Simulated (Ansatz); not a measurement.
Level of theory: Ansatz 0.2.0, DFT PBE, scalar-relativistic, plane waves, PAW. All cells share a 420 eV cutoff and Γ-centred k meshes spaced at most about 0.3 Å⁻¹ (about 0.25 or finer for metals, 2π included). No spin polarisation.

Each guess is relaxed in cell and atoms at zero pressure, on a coarse mesh first where it starts far from rest and then on a converged one. The steps can't lower the symmetry of the start, but it can rise. Energies are static (0 K, no zero-point motion).

Two unrelaxed guesses for Si₄O:

A.

Space group P4/m (No. 83). a = 4.850 Å, b = 4.850 Å, c = 3.138 Å, α = 90.00°, β = 90.00°, γ = 90.00°
| atom | site | symmetry | x | y | z |
| --- | --- | --- | --- | --- | --- |
| Si | 4k | m.. | 0.6812 | 0.6846 | 0.5000 |
| O | 1c | 4/m.. | 0.5000 | 0.5000 | 0.0000 |

B.

Space group I4/mmm (No. 139). a = 4.150 Å, b = 4.150 Å, c = 7.604 Å, α = 90.00°, β = 90.00°, γ = 90.00°
| atom | site | symmetry | x | y | z |
| --- | --- | --- | --- | --- | --- |
| Si | 4e | 4mm | 0.5000 | 0.5000 | 0.2482 |
| Si | 4c | mmm. | 0.0000 | 0.5000 | 0.0000 |
| O | 2a | 4/mmm | 0.0000 | 0.0000 | 0.0000 |

Task: Do they relax into the same structure? If not, which is lower?

Result: No. B ends lower, by 238 meV/atom. A: P4/m at 14.8 Å³/atom → P4/m at 13.5 Å³/atom; B: I4/mmm at 13.1 Å³/atom → I4/mmm at 15.1 Å³/atom. Counting Si atoms around O (those within 1.25 times the shortest such distance or 1.15 times the sum of covalent radii, 1.27 where that leaves under three; the shortest distance is added where it exceeds 1.18 times the sum of covalent radii), the end of A has O 8 from 2.4 Å and the end of B has O 4. The end of A holds Si–Si bonds in all directions (shortest 2.46 Å); the end of B holds Si–Si nets (shortest 2.49 Å). End of A. Conventional cell: a = 5.146 Å, c = 2.547 Å. Si is surrounded by 2 O at 2.40 Å, 5 Si at 2.46–2.55 Å and 2 Si at 2.87 Å; O is surrounded by 8 Si at 2.40 Å and 2 O at 2.55 Å. End of B. Conventional cell: a = 4.003 Å, c = 9.433 Å. Around Si on a site of symmetry 4mm lie 4 Si at 2.49 Å; around Si on a site of symmetry mmm lie 2 O at 2.00 Å and 4 Si at 2.49 Å; around O lie 4 Si at 2.00 Å.

Ends held by symmetry can be saddle points. No dispersion correction is applied, so the spacing and binding between layers, chains or molecules are poorly described (I4/mmm), and this can change margins and order among such cells.
